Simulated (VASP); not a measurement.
Set up this calculation in VASP 6.6.1, as the native input.

```
Task                   : band structure
Functional             : LDA
Potentials or basis    : VASP PAW LDA potentials, release 64 (Zr_sv, Se)
Cutoff                 : 520 eV
k mesh                 : 9 × 9 × 5
Occupations            : gaussian, width 0.03 eV
Spin                   : no spin polarisation
Further INCAR settings : ALGO = Fast; EDIFF = 1e-07; NBANDS = 19
```

The structure of ZrSe2 lies in POSCAR:

```
ZrSe2                                   
1.0
    3.7385421888      0.0000000000     -0.0000000000
   -1.8692710944      3.2376725087      0.0000000000
    0.0000000000     -0.0000000000      6.0321894018
  Zr              Se            
     1     2
Direct
     0.0000000000000000    0.0000000000000000    0.0000000000000000
     0.3333333332999970    0.6666666667000030    0.2650002634785272
     0.6666666667000030    0.3333333332999970    0.7349997365214729
```

The input as run:

INCAR

```
PREC = Accurate
ENCUT = 520
EDIFF = 1E-7
ISMEAR = 0
SIGMA = 0.03
LREAL = False
LASPH = True
NELM = 80
ALGO = Fast
ISIF = 2
LWAVE = False
LCHARG = False
LMAXMIX = 4
NBANDS = 19
KPAR = 2
```

KPOINTS

```
regular mesh
0
Gamma
  9 9 5
```

KPOINTS_OPT

```
explicit points
168
Reciprocal
 0.0000000000  0.0000000000  0.0000000000 1
 0.0555555556  0.0000000000  0.0000000000 1
 0.1111111111  0.0000000000  0.0000000000 1
 0.1666666667  0.0000000000  0.0000000000 1
 0.2222222222  0.0000000000  0.0000000000 1
 0.2777777778  0.0000000000  0.0000000000 1
[... 160 lines left out ...]
 0.5000000000  0.0000000000  0.0344920600 1
 0.5000000000  0.0000000000 -0.0344920600 1
```

Potentials or basis: VASP PAW LDA potentials, release 64 (Zr_sv, Se).

Run with:

```console
$ cat potpaw_LDA.64/Zr_sv/POTCAR potpaw_LDA.64/Se/POTCAR > POTCAR
$ mpirun -np 2 vasp_std > vasp.out
```

It gave:

* Pressure: -2.7 GPa
* Largest force: 0.306 eV/Å
* Band gap along the path: none (metal or under the smearing width)

It took 68 s on 2 MPI ranks on Intel(R) Xeon(R) Platinum 8488C (Sapphire Rapids) (shared host), peak memory 0.22 GiB a rank.
